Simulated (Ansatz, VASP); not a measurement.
## WS2 (Tungstenite) in VASP and in Ansatz

```
W S
1.0
     3.11508    0.00000    0.00000
    -1.55754    2.69774    0.00000
     0.00000    0.00000   12.24483
W S
2 4
Cartesian
  1.5575 0.8992 9.1836
  0.0000 1.7985 3.0612
  1.5575 0.8992 4.5918
  0.0000 1.7985 10.7142
  1.5575 0.8992 1.5306
  0.0000 1.7985 7.6530
```

Alike in both runs: task single point; functional LDA; k mesh 10 × 10 × 3; occupations fermi-dirac, width 0.05 eV; no spin polarisation.

```csv
,VASP,Ansatz
version,VASP 6.6.1,Ansatz 0.2.0
potentials or method,"VASP PAW LDA potentials, release 64 (W_sv, S)",JTH PAW LDA
plane-wave cutoff (eV),520,1290
valence electrons in the cell,52,52
```

```tsv
	VASP	Ansatz	Ansatz less VASP
gap on the k mesh at the Fermi level (eV)	0.98	0.98	0.000
least direct gap on the mesh (eV)	2.24	2.23	-0.006
pressure (GPa)	5.5	5.1	-0.40
largest component of the traceless stress (GPa)	2.00	1.94	-0.064
rms of the force components (eV/Å)	0.400	0.374	-0.0258
```

Atom by atom the forces differ by 0.026 eV/Å (rms over components).

Caveats: spin-orbit coupling is left out, which moves the levels of the heavy elements; an odd mesh through Γ misses points on the zone boundary, where band edges often lie (VASP); odd divisions of the mesh miss points on the zone boundary, where band edges often lie, so the gap on the mesh can be too wide (Ansatz). As with any semilocal functional, this LDA gap is likely too small.
